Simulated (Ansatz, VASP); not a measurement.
# Cross-check of TiO2 between VASP and Ansatz

Wanted: the spread between two codes on one cell, functional and k mesh. The cell is taken from a series of runs on this material, whose earlier steps may have relaxed, scaled, displaced or heated it; both programs get it as it stands.

Program: Ansatz 0.2.0. Level of theory: plane waves, with VASP 6.6.1 beside it; single point at HSE06. Results are calculated unless marked as measured.

**1. The starting structure**

The structure is orthorhombic, space group Pbcn (No. 60). The conventional cell has a = 4.682 Å, b = 5.685 Å, c = 5.056 Å, α = 90.00°, β = 90.00°, γ = 90.00°. Nearest to Ti lie 6 O at 1.89 to 2.22 Å. Nearest to O lie 3 Ti at 1.89 to 2.22 Å. Farther neighbours and most contacts between anions are not listed.

As a file:

```cif
data_structure
_symmetry_space_group_name_H-M 'Pbcn'
_symmetry_Int_Tables_number 60
_cell_length_a 4.6817
_cell_length_b 5.6852
_cell_length_c 5.0565
_cell_angle_alpha 90.000
_cell_angle_beta 90.000
_cell_angle_gamma 90.000
_cell_volume 134.59
loop_
_atom_site_label
_atom_site_type_symbol
_atom_site_symmetry_multiplicity
_atom_site_Wyckoff_symbol
_atom_site_fract_x
_atom_site_fract_y
_atom_site_fract_z
_atom_site_occupancy
Ti1 Ti 4 c 0.50000 0.67970 0.75000 1
O1 O 8 d 0.72566 0.62926 0.08166 1
```

**2. Ansatz: single point, HSE06**

Ansatz runs on its PAW soft_1 files.

A single point gives forces, pressure and levels at one fixed geometry, so differences don't come from the geometry; what else differs is listed under the comparison.

Contents of input.yaml:

```yaml
crystal:
  lattice:
    - [4.6817100365, 0.0, 0.0]
    - [0.0, 5.6852080232, 0.0]
    - [0.0, 0.0, 5.0564727658]
  atoms:
    - { symbol: Ti, position: [0.5, 0.6796976742, 0.75] }
    - { symbol: Ti, position: [0.0, 0.8203023258, 0.25] }
    - { symbol: Ti, position: [0.5, 0.3203023258, 0.25] }
    - { symbol: Ti, position: [0.0, 0.1796976742, 0.75] }
    - { symbol: O, position: [0.7256580877, 0.6292590139, 0.0816605132] }
    - { symbol: O, position: [0.2256580877, 0.8707409861, 0.9183394868] }
    - { symbol: O, position: [0.7743419123, 0.8707409861, 0.5816605132] }
    - { symbol: O, position: [0.2743419123, 0.6292590139, 0.4183394868] }
    - { symbol: O, position: [0.7256580877, 0.3707409861, 0.5816605132] }
    - { symbol: O, position: [0.2256580877, 0.1292590139, 0.4183394868] }
    - { symbol: O, position: [0.7743419123, 0.1292590139, 0.0816605132] }
    - { symbol: O, position: [0.2743419123, 0.3707409861, 0.9183394868] }
kpoints:
  mp_grid: { grid: [4, 2, 4] }
  band_path:
    path:
      - [0.0, 0.0, 0.0]
      - [0.5, 0.0, 0.0]
      - [0.5, 0.5, 0.0]
      - [0.0, 0.5, 0.0]
      - [0.0, 0.0, 0.5]
      - [0.5, 0.0, 0.5]
      - [0.5, 0.5, 0.5]
      - [0.0, 0.5, 0.5]
    npoints: 1
hamiltonian:
  xc: hse06
  pseudopotentials: { kind: paw, azcp: { folder: soft_1 } }
scf:
  occupations: { method: fixed }
  n_extra_bands: 8
output:
  eigenvalues: true
```

Run with:

```bash
$ ansatz run input.yaml --threads 2 --pin off --max-ram 92160MiB --backend cuda --events-out ev --progress --plain --runs-dir out --devices 1 --max-vram 13GiB
```

Numbers of over 12 decimals in the logs are rounded to 6 here.

Log:

```text
scf.n_extra_bands = 8 over 48 filled bands (N_el = 96.0): the run solves 56 bands
GPUs: using 1 of 1 available (devices: 1).
Engine: ansatz 0.2.0, x86_64-unknown-linux-gnu
Pseudopotentials: kind: paw
Pseudopotential: Ti, paw, valence charge 12, recommended cutoff 420 eV (normal), soft_1/Ti.paw.azcp
Pseudopotential: O, paw, valence charge 6, recommended cutoff 420 eV (normal), soft_1/O.paw.azcp
Functional definition: HSE06
  parameter a = 0.25
  parameter omega = 0.11/bohr
  exchange = pbe_x - a*pbe_x_sr(omega) + a*exact_x_sr(omega)
  correlation = pbe_c
davidson cushion auto → on  (no smearing: the cushion is to keep the highest requested band from converging to the state above it; pin scf.eigensolver.cushion to override)
device memory: the entry about to start is reckoned to put 1.7 GiB on a device that reports 36.4 GiB free (of which the cap on the GPU budget leaves the run 13.0 GiB)
GPU FFT provider: cuFFT
GPU libraries: cuBLAS 13.8.2, cuFFT 12.4.0, cuSOLVER 12.3.4
Crystal: 12 atoms, lattice volume = 134.586 Å³
Basis set: ecut = 420 eV, 2641 PW (Γ)
Bands: 56, of which v1, the nominal top of the filled ones, is band 48 counted from 1 (47 counted from 0)
Symmetry: 8 space group operations
Space group: Pbcn (ITA 60), of the structure as read, at distance tolerance 5.1e-5 Å
k-points: 18 of 32
Non-local potential: Ti, projectors of the file, l = 0: 3, l = 1: 2, l = 2: 3, l = 3: 1
Non-local potential: O, projectors of the file, l = 0: 2, l = 1: 2, l = 2: 1
PAW form: soft (Blöchl's): semilocal exchange-correlation on the pseudo side does not see the compensation charge
PAW frozen core: Ti, regenerated for the run's functional, and the local potential with it (the file was generated under x = pbe(κ = 0.804, μ = 0.219515), c = pbe(β = 0.066725))
PAW frozen core: O, regenerated for the run's functional, and the local potential with it (the file was generated under x = pbe(κ = 0.804, μ = 0.219515), c = pbe(β = 0.066725))
PAW one-centre angular grid: Ti, 590 points (default); XC on 64 Gauss nodes
PAW one-centre angular grid: O, 110 points (default); XC on 96 Gauss nodes
Initial density: superposition of atomic densities (chi_scale 0.1, normalization cell, long waves kept (reshape's long-wave potential 0.00 eV rms))
Initial wavefunctions: pseudopotential atomic-orbital guess
GPU buffer pool allocated for 46080 grid points (all kernels)
GPU transforms: local potential and band sums: pruned to the plane-wave sphere, on 32×40×36
Functional: x = pbe(κ = 0.804, μ = 0.219515), c = pbe(β = 0.066725), warm-up for x = pbe(κ = 0.804, μ = 0.219515) + 0.25 (exact − pbe) at short range (hse, ω = 0.207870 Å⁻¹), c = pbe(β = 0.066725); HSE06 as pw.x's `hse` composes it (authors' and Libxc's form: `xc: wpbeh`)
SCF iter   1: F=—  HF=-14554.128043 eV  |F-HF|=—  |Δ(HF+E_count)|=         —  Δρ=5.38e-2  dr2=3.67e0  ethr=1.00e-1  ⟨swp⟩=3.0  Hψ=3009  notcnv=0
preconditioner: auto → none  [insulator: Δε(μ)=2.445 eV  Ē_g=8.997 eV  n_scr=34 (ndim 8)  ℏωp=25.6 eV  f_vac=0.000]
SCF iter   2: F=—  HF=-14554.670514 eV  |F-HF|=—  |Δ(HF+E_count)|=   5.42e-1  Δρ=5.86e-2  dr2=3.77e0  ethr=3.82e-3  ⟨swp⟩=4.2  Hψ=2992  notcnv=0
SCF iter   3: F=—  HF=-14554.502361 eV  |F-HF|=—  |Δ(HF+E_count)|=   1.68e-1  Δρ=3.64e-2  dr2=1.97e0  ethr=3.82e-3  ⟨swp⟩=3.2  Hψ=2490  notcnv=0
SCF iter   4: F=—  HF=-14554.372926 eV  |F-HF|=—  |Δ(HF+E_count)|=   1.29e-1  Δρ=1.90e-2  dr2=5.42e-1  ethr=2.06e-3  ⟨swp⟩=2.0  Hψ=2232  notcnv=0
iter 5 solved again at ethr=1.53e-5 eV; its pass at ethr=5.65e-4 eV (dr2=1.47e-2 eV) is discarded
SCF iter   5: F=—  HF=-14554.340500 eV  |F-HF|=—  |Δ(HF+E_count)|=   3.24e-2  Δρ=3.20e-3  dr2=1.38e-2  ethr=1.53e-5  ⟨swp⟩=3.0  Hψ=4790  notcnv=0
SCF iter   6: F=-14554.341428 eV  HF=-14554.341497 eV  |F-HF|=6.99e-5  |Δ(HF+E_count)|=   9.97e-4  Δρ=5.46e-4  dr2=3.68e-4  ethr=1.44e-5  ⟨swp⟩=2.5  Hψ=2253  notcnv=0
SCF 1 stopped early in 6 iterations: F = -14554.341428 eV  dr2 = 3.68e-4
  greatest PAW one-centre occupation: 0.999 electrons in one spin orbital (limit 2), on the Ti atom at site 2 (counted from 0), in its partial waves of l = 0
device memory: the entry about to start is reckoned to put 2.3 GiB (of the 2.4 GiB reckoned in all, the device holds 0.1 GiB already) on a device that reports 35.5 GiB free (of which the cap on the GPU budget leaves the run 13.0 GiB)
GPU FFT provider: cuFFT
GPU libraries: cuBLAS 13.8.2, cuFFT 12.4.0, cuSOLVER 12.3.4
Initial density: handed on by an earlier stage of this run
Initial wavefunctions: those handed on with the density
GPU buffer pool allocated for 46080 grid points (all kernels)
GPU transforms: local potential and band sums: pruned to the plane-wave sphere, on 32×40×36
Functional: x = pbe(κ = 0.804, μ = 0.219515) + 0.25 (exact − pbe) at short range (hse, ω = 0.207870 Å⁻¹), c = pbe(β = 0.066725); HSE06 as pw.x's `hse` composes it (authors' and Libxc's form: `xc: wpbeh`)
Exchange kernel: α = 0.2500, screened, ω = 0.2079 Å⁻¹, Wigner–Seitz truncation, v(0) = 1015.0280 eV·Å³, q-mesh 4×2×4, nearest image of the exchange supercell L = 11.37 Å, pair-density grid 24×30×24, without the augmentation charges, whose exchange is taken in its separable form by FFT convolution over the k-point mesh (sized by the pseudopotential files, 32×40×36 at the most), smooth part of the exact exchange by density-matrix convolution in up to 2.95 GiB of GPU memory as planned if the GPU has room (build and FFT work areas not counted)
Frozen-core exchange: fock
SCF iter   1: F=—  HF=-14551.318880 eV  |F-HF|=—  |Δ(HF+E_count)|=         —  Δρ=3.52e-2  dr2=2.38e0  ethr=3.84e-6  ⟨swp⟩=7.2  Hψ=5773  notcnv=0
preconditioner: auto → none  [insulator: Δε(μ)=4.727 eV  Ē_g=11.768 eV  n_scr=34 (ndim 8)  ℏωp=25.6 eV  f_vac=0.023]
SCF iter   2: F=—  HF=-14550.732479 eV  |F-HF|=—  |Δ(HF+E_count)|=   5.86e-1  Δρ=1.07e-2  dr2=2.22e-1  ethr=3.84e-6  ⟨swp⟩=5.8  Hψ=4574  notcnv=0
SCF iter   3: F=—  HF=-14550.798819 eV  |F-HF|=—  |Δ(HF+E_count)|=   6.63e-2  Δρ=5.16e-3  dr2=5.20e-2  ethr=3.84e-6  ⟨swp⟩=5.3  Hψ=4236  notcnv=0
[...]
SCF iter   5: F=—  HF=-14550.793966 eV  |F-HF|=—  |Δ(HF+E_count)|=   7.45e-3  Δρ=1.88e-3  dr2=4.50e-3  ethr=9.38e-8  ⟨swp⟩=5.0  Hψ=4390  notcnv=0
SCF iter   6: F=—  HF=-14550.792987 eV  |F-HF|=—  |Δ(HF+E_count)|=   9.79e-4  Δρ=4.96e-4  dr2=3.85e-4  ethr=9.38e-8  ⟨swp⟩=4.1  Hψ=3820  notcnv=0
SCF iter   7: F=-14550.792893 eV  HF=-14550.792895 eV  |F-HF|=1.39e-6  |Δ(HF+E_count)|=   9.25e-5  Δρ=3.31e-5  dr2=7.34e-6  ethr=9.38e-8  ⟨swp⟩=4.0  Hψ=3128  notcnv=0
SCF 2 stopped early in 7 iterations: F = -14550.792893 eV  dr2 = 7.34e-6
hybrid outer 1: dexx = +1.398e-1 eV, tail = 3.56e-4 eV
GPU FFT provider: cuFFT
GPU libraries: cuBLAS 13.8.2, cuFFT 12.4.0, cuSOLVER 12.3.4
GPU buffer pool allocated for 46080 grid points (all kernels)
GPU transforms: local potential and band sums: pruned to the plane-wave sphere, on 32×40×36
Exchange kernel: α = 0.2500, screened, ω = 0.2079 Å⁻¹, Wigner–Seitz truncation, v(0) = 1015.0280 eV·Å³, q-mesh 4×2×4, nearest image of the exchange supercell L = 11.37 Å, pair-density grid 24×30×24, without the augmentation charges, whose exchange is taken in its separable form by FFT convolution over the k-point mesh (sized by the pseudopotential files, 32×40×36 at the most), smooth part of the exact exchange by density-matrix convolution in up to 2.95 GiB of GPU memory as planned if the GPU has room (build and FFT work areas not counted)
Frozen-core exchange: fock
SCF iter   1: F=—  HF=-14550.791817 eV  |F-HF|=—  |Δ(HF+E_count)|=         —  Δρ=1.59e-4  dr2=2.00e-5  ethr=1.85e-6  ⟨swp⟩=3.4  Hψ=2600  notcnv=0
preconditioner: auto → none  [insulator: Δε(μ)=3.833 eV  Ē_g=10.953 eV  n_scr=34 (ndim 8)  ℏωp=25.6 eV  f_vac=0.025]
SCF iter   2: F=—  HF=-14550.791820 eV  |F-HF|=—  |Δ(HF+E_count)|=   3.17e-6  Δρ=1.02e-4  dr2=1.59e-5  ethr=1.66e-8  ⟨swp⟩=4.2  Hψ=3224  notcnv=0
SCF iter   3: F=—  HF=-14550.791818 eV  |F-HF|=—  |Δ(HF+E_count)|=   2.05e-6  Δρ=3.89e-5  dr2=5.41e-6  ethr=1.24e-8  ⟨swp⟩=2.0  Hψ=2232  notcnv=0
SCF iter   4: F=—  HF=-14550.791847 eV  |F-HF|=—  |Δ(HF+E_count)|=   2.88e-5  Δρ=4.46e-5  dr2=8.34e-7  ethr=2.21e-9  ⟨swp⟩=5.0  Hψ=3569  notcnv=0
SCF iter   5: F=—  HF=-14550.791846 eV  |F-HF|=—  |Δ(HF+E_count)|=   2.81e-7  Δρ=1.11e-5  dr2=9.02e-7  ethr=7.38e-10  ⟨swp⟩=2.0  Hψ=2232  notcnv=0
SCF iter   6: F=—  HF=-14550.791850 eV  |F-HF|=—  |Δ(HF+E_count)|=   3.90e-6  Δρ=1.82e-5  dr2=3.04e-7  ethr=1.35e-10  ⟨swp⟩=5.8  Hψ=3754  notcnv=0
SCF iter   7: F=-14550.791851 eV  HF=-14550.791851 eV  |F-HF|=2.85e-8  |Δ(HF+E_count)|=   5.70e-7  Δρ=9.30e-6  dr2=4.39e-8  ethr=1.31e-10  ⟨swp⟩=5.3  Hψ=3015  notcnv=0  defer=112
SCF 3 converged in 7 iterations: F = -14550.791851 eV  dr2 = 4.39e-8
  greatest PAW one-centre occupation: 0.999 electrons in one spin orbital (limit 2), on the Ti atom at site 3 (counted from 0), in its partial waves of l = 0
hybrid outer 2: dexx = +5.236e-5 eV, tail = 3.24e-7 eV, Δε = 2.89e-3 eV (about 8.75e-5 eV left of the loop's levels)
device memory: the entry about to start is reckoned to put 0.9 GiB on a device that reports 32.6 GiB free (of which the cap on the GPU budget leaves the run 13.0 GiB)
NSCF: frozen V_eff on 8 k-points
hybrid SCF converged: 2 outer / 14 inner (+6 warm-up), last move |dexx| = 5.24e-5 eV, tail = 3.24e-7 eV
Stability not checked: this state was not tested for a lower state beside it, because the functional holds exact exchange (a hybrid, or Hartree-Fock), whose exchange loop this test does not read (fock_operator; see scf.lower_state_search)
Free energy (F): -14550.791853 eV
Frozen-core exchange: fock
Harris-Foulkes:  -14550.791853 eV  (|F-HF|=2.85e-8)
Internal energy: -14550.791853 eV  (E = F + TS)
E sigma→0 (E₀):  -14550.791853 eV
Fermi energy:    6.759327 eV
--- Per-component energies (eV) ---
  E_band       = -1106.434408
  E_kinetic    = 2448.072040
  E_local      = -6482.511339  (includes V_loc(G=0)·N_el)
  E_nonlocal   = 621.476136
  E_hartree    = 2417.266260
  E_xc         = -832.488319
  E_vxc        = -1044.224479  (∫ρ·V_xc dr)
  E_exx        = -311.702207  (= α·E_x^exact, valence–valence)
  E_paw        = -5342.020999  (= ΣΔE_a)
  E_vpaw       = -860.377653  (= ΣTr[D̂ρ^β])
  E_aug_tail   = 0.005816  (compensation charges beyond the density's cutoff)
  E_ewald      = -7067.988210
  E_core_change = -0.901030  (= ΣΔE_core)
  E_smearing   = -0.000000  (= −TS)
  E_closure    = -0.000000  (closes the sum)
  Σ components = -14550.791853   (vs F -14550.791853, Δ=1.82e-12)
--- Band table (eV; the first three rows and the last of 18) ---
  k-point 0: bands = [... 44 lower, 6.0453, 6.2903, 6.6248, 6.7593, 10.6479, 10.6650, 10.8157, 10.8420, ... 4 higher]
  k-point 1: bands = [... 44 lower, 5.8748, 6.2970, 6.5549, 6.5755, 10.6594, 10.8440, 10.8447, 10.8955, ... 4 higher]
  k-point 2: bands = [... 44 lower, 6.3595, 6.3595, 6.3863, 6.3863, 10.5944, 10.5944, 11.0770, 11.0770, ... 4 higher]
  k-point 17: bands = [... 44 lower, 5.8087, 5.8087, 5.8087, 5.8087, 11.1175, 11.1175, 11.1175, 11.1175, ... 4 higher]
```

The column dr2 measures how far the density is from self-consistency, as an energy; F and HF (Harris–Foulkes) agree once it is small.

(Continued in part 2 of 2.)

[Lines on the potential files, build, host, timing and source positions are cut from VASP's logs without a mark.]

[Logs are printed without paths, hosts, clocks, repeated set-up lines and the standing remarks that a program may print on its own settings, such as how far it seeks lower states.]

[Hosts, paths, dates, database ids (printed as entryN), source tags and the programs' standing remarks are cut or masked in the printed files.]
